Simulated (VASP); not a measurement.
# Sn3Se (Fm-3m) in VASP: further runs

One crystal, Sn3Se, is run at these levels: PBEsol, LDA; tasks: phonons.

Everything below comes from runs of VASP 6.6.1. Logs are shortened: lines on timing, memory, paths and dates and some standing lists are left out, and cuts for length are marked.

**1. The crystal as given**

Symmetry: Fm-3m, No. 225, cubic system. The conventional cell has a = 7.466 Å, b = 7.466 Å, c = 7.466 Å, α = 90.00°, β = 90.00°, γ = 90.00°. Around Sn (site symmetry m-3m) lie 8 Sn at 3.23 Å. Sn (site symmetry -43m) has 4 Sn at 3.23 Å and 4 Se at 3.23 Å as nearest neighbours. Se (site symmetry m-3m) has 8 Sn at 3.23 Å as nearest neighbours.

The cell comes from a database or a generator and needn't be the stable form of this composition.

**2. Phonons, PBEsol**

Contents of POSCAR:

```
Sn3Se
1.0
    0.0000000000      3.7331380000      3.7331380000
    3.7331380000      0.0000000000      3.7331380000
    3.7331380000      3.7331380000      0.0000000000
Sn Se
3 1
Direct
    0.5000000000      0.5000000000      0.5000000000
    0.7500000000      0.7500000000      0.7500000000
    0.2500000000      0.2500000000      0.2500000000
    0.0000000000      0.0000000000      0.0000000000
```

Contents of INCAR.step1:

```
ALGO = Fast ; EDIFF = 1E-8
EDIFFG = -0.002 ; ENCUT = 600
GGA = PS ; IBRION = 2
ISIF = 3 ; ISMEAR = 0
KPAR = 4 ; LASPH = True
LCHARG = False ; LREAL = False
LWAVE = False ; NELM = 100
NSW = 40 ; PREC = Accurate
SIGMA = 0.02
```

Contents of INCAR.step2:

```
ALGO = Fast ; EDIFF = 1E-8
ENCUT = 600 ; GGA = PS
IBRION = 8 ; ISIF = 2
ISMEAR = 0 ; KPAR = 4
LASPH = True ; LCHARG = False
LEPSILON = True ; LREAL = False
LWAVE = False ; NELM = 100
NSW = 1 ; PREC = Accurate
SIGMA = 0.02
```

Contents of KPOINTS:

```
k-points
0
Gamma
  6 6 6
```

Potentials or basis: VASP PAW PBE potentials, release 64 (Sn_d, Se).

The run is started by

```
> cat potpaw_PBE.64/Sn_d/POTCAR potpaw_PBE.64/Se/POTCAR > POTCAR
> cp INCAR.step1 INCAR
> mpirun -np 4 vasp_std > vasp.out
> cp CONTCAR POSCAR
> cp INCAR.step2 INCAR
> mpirun -np 4 vasp_std > vasp.out
```

OUTCAR:

```text
EDIFF = 1E-8
   ENCUT = 600
   GGA = PS
   IBRION = 8
   ISIF = 2
   ISMEAR = 0
   LASPH = True
   LEPSILON = True
   LREAL = False
   NELM = 100
   NSW = 1
   PREC = Accurate

 ion  position               nearest neighbor table
   1  0.500  0.500  0.500-   3 3.17   3 3.17   3 3.17   2 3.17   3 3.17   2 3.17   2 3.17   2 3.17

   2  0.750  0.750  0.750-   1 3.17   1 3.17   1 3.17   1 3.17   4 3.17   4 3.17   4 3.17   4 3.17
                             3 3.66   3 3.66   3 3.66   3 3.66   3 3.66   3 3.66
   3  0.250  0.250  0.250-   4 3.17   4 3.17   4 3.17   1 3.17   4 3.17   1 3.17   1 3.17   1 3.17
                             2 3.66   2 3.66   2 3.66   2 3.66   2 3.66   2 3.66
   4  0.000  0.000  0.000-   2 3.17   2 3.17   2 3.17   2 3.17   3 3.17   3 3.17   3 3.17   3 3.17

  LATTYP: Found a face centered cubic cell.
 ALAT       =     7.3126128540

  Lattice vectors:

 A1 = (   0.0000000000,   3.6563064270,   3.6563064270)
 A2 = (   3.6563064270,   0.0000000000,   3.6563064270)
 A3 = (   3.6563064270,   3.6563064270,   0.0000000000)

Analysis of symmetry for initial positions (statically):
=====================================================================
 Subroutine PRICEL returns:
 Original cell was already a primitive cell.

 Routine SETGRP: Setting up the symmetry group for a
 face centered cubic supercell.

 Subroutine GETGRP returns: Found 48 space group operations
 (whereof 48 operations were pure point group operations)
 out of a pool of 48 trial point group operations.

The static configuration has the point symmetry O_h .

Analysis of symmetry for dynamics (positions and initial velocities):
=====================================================================
 Subroutine PRICEL returns:
 Original cell was already a primitive cell.

 Routine SETGRP: Setting up the symmetry group for a
 face centered cubic supercell.

 Subroutine GETGRP returns: Found 48 space group operations
 (whereof 48 operations were pure point group operations)
 out of a pool of 48 trial point group operations.

The dynamic configuration has the point symmetry O_h .

 Subroutine INISYM returns: Found 48 space group operations
 (whereof 48 operations are pure point group operations),
 and found     1 'primitive' translations

----------------------------------------------------------------------------------------

                                     Primitive cell

  volume of cell :      97.7592

  direct lattice vectors                    reciprocal lattice vectors
     0.000000000  3.656306427  3.656306427    -0.136750026  0.136750026  0.136750026
     3.656306427  0.000000000  3.656306427     0.136750026 -0.136750026  0.136750026
     3.656306427  3.656306427  0.000000000     0.136750026  0.136750026 -0.136750026

  length of vectors
     5.170798137  5.170798137  5.170798137     0.236857993  0.236857993  0.236857993

  position of ions in fractional coordinates (direct lattice)
     0.500000000  0.500000000  0.500000000
     0.750000000  0.750000000  0.750000000
     0.250000000  0.250000000  0.250000000
     0.000000000  0.000000000  0.000000000

  ion indices of the primitive-cell ions
   primitive index   ion index
                 1           1
                 2           2
                 3           3
[... 675 lines left out ...]
 -----------------------------------------------------------------------------
     0.03532  0.00000  0.00000
     0.00000  0.03532 -0.00000
     0.00000  0.00000 -0.06174

[... ionic steps 4 to 12 ...]

--------------------------------------- Ionic step       13  -------------------------------------------

 Free energy of the ion-electron system (eV)
  ---------------------------------------------------
  ---------------------------------------------------
  free energy    TOTEN  =        -0.08654669 eV

  energy without entropy =       -0.08654669

------------------------ aborting loop because EDIFF is reached ----------------------------------------

 INTERNAL STRAIN TENSOR  FOR ION    4  DIRECTION 1   (eV/Angst):
 -----------------------------------------------------------------------------
     0.05926  0.00000 -0.00000
    -0.00000 -0.04132  0.00000
     0.00000  0.00000 -0.04132

 MACROSCOPIC STATIC DIELECTRIC TENSOR (including local field effects in DFT)
 ------------------------------------------------------
         106.644049     0.000000     0.000000
           0.000000   106.644049     0.000000
           0.000000     0.000000   106.644049
 ------------------------------------------------------

 PIEZOELECTRIC TENSOR (including local field effects)  for field in x, y, z        (e  Angst)
          XX          YY          ZZ          XY          YZ          ZX
  --------------------------------------------------------------------------------
  x     0.00000     0.00000     0.00000     0.00000     0.00000     0.00000
  y     0.00000     0.00000     0.00000     0.00000     0.00000     0.00000
  z     0.00000     0.00000     0.00000     0.00000     0.00000     0.00000

 PIEZOELECTRIC TENSOR (including local field effects)  for field in x, y, z        (C/m^2)
          XX          YY          ZZ          XY          YZ          ZX
  --------------------------------------------------------------------------------
  x     0.00000     0.00000     0.00000     0.00000     0.00000     0.00000
  y     0.00000     0.00000     0.00000     0.00000     0.00000     0.00000
  z     0.00000     0.00000     0.00000     0.00000     0.00000     0.00000

 BORN EFFECTIVE CHARGES (including local field effects) (in |e|, cummulative output)
 ---------------------------------------------------------------------------------
 ion    1
    1    -0.04360     0.00000    -0.00000
    2    -0.00000    -0.04360    -0.00000
    3    -0.00000    -0.00000    -0.04360
 ion    2
    1     5.48462    -0.00000     0.00000
    2    -0.00000     5.48462     0.00000
    3     0.00000     0.00000     5.48462
 ion    3
    1     5.48462    -0.00000     0.00000
    2     0.00000     5.48462     0.00000
    3     0.00000     0.00000     5.48462
 ion    4
    1   -10.92565     0.00000    -0.00000
    2     0.00000   -10.92565    -0.00000
    3    -0.00000    -0.00000   -10.92565

 INTERNAL STRAIN TENSOR FOR ION    4 for displacements in x,y,z  (eV/Angst):
          X           Y           Z          XY          YZ          ZX
  --------------------------------------------------------------------------------
  x     0.00000     0.00000     0.00000     0.00000     0.00000     0.00000
  y     0.00000     0.00000     0.00000     0.00000     0.00000     0.00000
  z     0.00000     0.00000     0.00000     0.00000     0.00000     0.00000

 SECOND DERIVATIVES (NOT SYMMETRIZED)
 ------------------------------------
               1X          1Y          1Z          2X          2Y          2Z          3X          3Y          3Z          4X          4Y          4Z
  1X    -3.273350    0.000000   -0.000000    0.693495    0.000000    0.000000    0.693495    0.000000    0.000000    1.886360    0.000000    0.000000
  1Y     0.000000   -3.273350   -0.000000    0.000000    0.693495    0.000000    0.000000    0.693495    0.000000    0.000000    1.886360    0.000000
  1Z    -0.000000   -0.000000   -3.273350    0.000000    0.000000    0.693495    0.000000    0.000000    0.693495    0.000000    0.000000    1.886360
  2X     0.691899    0.000000    0.000000    0.497415    0.000000    0.000000   -0.874045    0.000000   -0.000000   -0.315269    0.000000   -0.000000
  2Y     0.000000    0.691899    0.000000    0.000000    0.497415    0.000000    0.000000   -0.874045   -0.000000    0.000000   -0.315269   -0.000000
  2Z     0.000000    0.000000    0.691899    0.000000    0.000000    0.497415   -0.000000   -0.000000   -0.874045   -0.000000   -0.000000   -0.315269
  3X     0.691899    0.000000    0.000000   -0.874045    0.000000   -0.000000    0.497415    0.000000    0.000000   -0.315269    0.000000   -0.000000
  3Y     0.000000    0.691899    0.000000    0.000000   -0.874045   -0.000000    0.000000    0.497415    0.000000    0.000000   -0.315269   -0.000000
  3Z     0.000000    0.000000    0.691899   -0.000000   -0.000000   -0.874045    0.000000    0.000000    0.497415   -0.000000   -0.000000   -0.315269
  4X     1.887868    0.000000    0.000000   -0.317559    0.000000   -0.000000   -0.317559    0.000000   -0.000000   -1.252750    0.000000   -0.000000
  4Y     0.000000    1.887868    0.000000    0.000000   -0.317559   -0.000000    0.000000   -0.317559   -0.000000    0.000000   -1.252750   -0.000000
  4Z     0.000000    0.000000    1.887868   -0.000000   -0.000000   -0.317559   -0.000000   -0.000000   -0.317559   -0.000000   -0.000000   -1.252750

 Eigenvectors and eigenvalues of the dynamical matrix
 ----------------------------------------------------

   1 f  =    3.287357 THz    20.655075 2PiTHz  109.654433 cm-1    13.595411 meV
             X         Y         Z           dx          dy          dz
      3.656306  3.656306  3.656306     0.195023    0.761371   -0.000000
      5.484460  5.484460  5.484460    -0.039120   -0.152725   -0.000000
      1.828153  1.828153  1.828153    -0.039120   -0.152725    0.000000
      0.000000  0.000000  0.000000    -0.143097   -0.558652    0.000000
[... 71 lines left out ...]
  12 f/i=    1.680346 THz    10.557926 2PiTHz   56.050312 cm-1     6.949350 meV
             X         Y         Z           dx          dy          dz
      3.656306  3.656306  3.656306     0.000000    0.000000   -0.000000
      5.484460  5.484460  5.484460     0.706745   -0.010849   -0.019853
      1.828153  1.828153  1.828153    -0.706745    0.010849    0.019853
      0.000000  0.000000  0.000000     0.000000    0.000000    0.000000

--------------------------------------------------------------------------------------------------------

 MACROSCOPIC STATIC DIELECTRIC TENSOR IONIC CONTRIBUTION
 ------------------------------------------------------
        1340.060789     0.000000     0.000000
           0.000000  1340.060789     0.000000
           0.000000     0.000000  1340.060789
 ------------------------------------------------------

 ELASTIC MODULI CONTR FROM IONIC RELAXATION (kBar)
 Direction    XX          YY          ZZ          XY          YZ          ZX
 --------------------------------------------------------------------------------
 XX          -0.0000     -0.0000      0.0000      0.0000      0.0000     -0.0000
 YY          -0.0000     -0.0000      0.0000      0.0000      0.0000     -0.0000
 ZZ           0.0000      0.0000     -0.0000      0.0000      0.0000     -0.0000
 XY           0.0000      0.0000      0.0000      0.0000      0.0000     -0.0000
 YZ           0.0000      0.0000      0.0000      0.0000      0.0000      0.0000
 ZX          -0.0000      0.0000      0.0000      0.0000     -0.0000     -0.0000
 --------------------------------------------------------------------------------

 PIEZOELECTRIC TENSOR IONIC CONTR  for field in x, y, z        (C/m^2)
          XX          YY          ZZ          XY          YZ          ZX
  --------------------------------------------------------------------------------
  x     0.00000     0.00000     0.00000     0.00000     0.00000     0.00000
  y     0.00000     0.00000    -0.00000     0.00000    -0.00000    -0.00000
  z     0.00000     0.00000     0.00000     0.00000     0.00000    -0.00000
```

Run time: 16 min. Hardware: 4 MPI ranks of Intel Xeon Platinum 8488C (Sapphire Rapids), shared host; peak memory 0.66 GiB.

Results:

```yaml
Relaxed_volume: 24.44 Å³/atom
Relaxed_cell: a = 5.171 Å, b = 5.171 Å, c = 5.171 Å, α = 60.00°, β = 60.00°, γ = 60.00°
Space_group_after_relaxing_to_0.05_Å: Fm-3m (No. 225)
Electronic_dielectric_tensor_diagonal: 106.64
Born_charges_mean_of_the_diagonal: Sn -0.04, +5.48; Se -10.93 e
Highest_phonon_frequency_at_Γ_LO-TO_splitting_left_out: 110 cm⁻¹
Most_unstable_mode: 56i cm⁻¹
```

The path:
```csv
step,energy change (eV),largest force (eV/Å),pressure (GPa),volume (Å³)
1,0.0000,0.0000,-3.26,104.05
2,-0.0646,0.0000,0.98,96.29
3,-0.0690,0.0000,0.02,97.74
4,-0.0690,0.0000,-0.06,97.86
5,-0.0690,0.0000,-0.06,97.86
6,-0.0690,0.0000,-0.06,97.85
7,-0.0690,0.0000,-0.06,97.85
8,-0.0690,0.0000,-0.06,97.85
9,-0.0690,0.0000,-0.06,97.85
10,-0.0690,0.0000,-0.05,97.85
11,-0.0690,0.0000,-0.05,97.85
12,-0.0690,0.0000,-0.05,97.84
13,-0.0690,0.0000,-0.05,97.83
14,-0.0690,0.0000,-0.04,97.82
15,-0.0690,0.0000,-0.02,97.79
16,-0.0690,0.0000,0.02,97.73
17,-0.0690,0.0000,0.00,97.76
```

Final structure:
```cif
data_structure
_symmetry_space_group_name_H-M 'P 1'
_symmetry_Int_Tables_number 1
_cell_length_a 5.1708
_cell_length_b 5.1708
_cell_length_c 5.1708
_cell_angle_alpha 60.000
_cell_angle_beta 60.000
_cell_angle_gamma 60.000
_cell_volume 97.76
loop_
_atom_site_label
_atom_site_type_symbol
_atom_site_fract_x
_atom_site_fract_y
_atom_site_fract_z
_atom_site_occupancy
Sn1 Sn 0.50000 0.50000 0.50000 1
Sn2 Sn 0.75000 0.75000 0.75000 1
Sn3 Sn 0.25000 0.25000 0.25000 1
Se1 Se 0.00000 0.00000 0.00000 1
```

Phonon frequencies in cm⁻¹ (negative: imaginary):
| q point | frequencies |
| --- | --- |
| (0.000, 0.000, 0.000) | -56 -56 -56 0 0 0 26 26 26 110 110 110 |

Electronic dielectric tensor:
```
106.64   0.00   0.00
  0.00 106.64   0.00
  0.00   0.00 106.64
```

Born effective charge tensors (e):
atom 1, Sn
```
-0.04  0.00  0.00
 0.00 -0.04  0.00
 0.00  0.00 -0.04
```
atom 2, Sn
```
5.48 0.00 0.00
0.00 5.48 0.00
0.00 0.00 5.48
```
atom 3, Sn
```
5.48 0.00 0.00
0.00 5.48 0.00
0.00 0.00 5.48
```
atom 4, Se
```
-10.93   0.00   0.00
  0.00 -10.93   0.00
  0.00   0.00 -10.93
```

Caveat: some modes are imaginary; the PAW data sets were made with another functional, which shifts forces and pressure a little.

(Continued in part 2 of 2.)
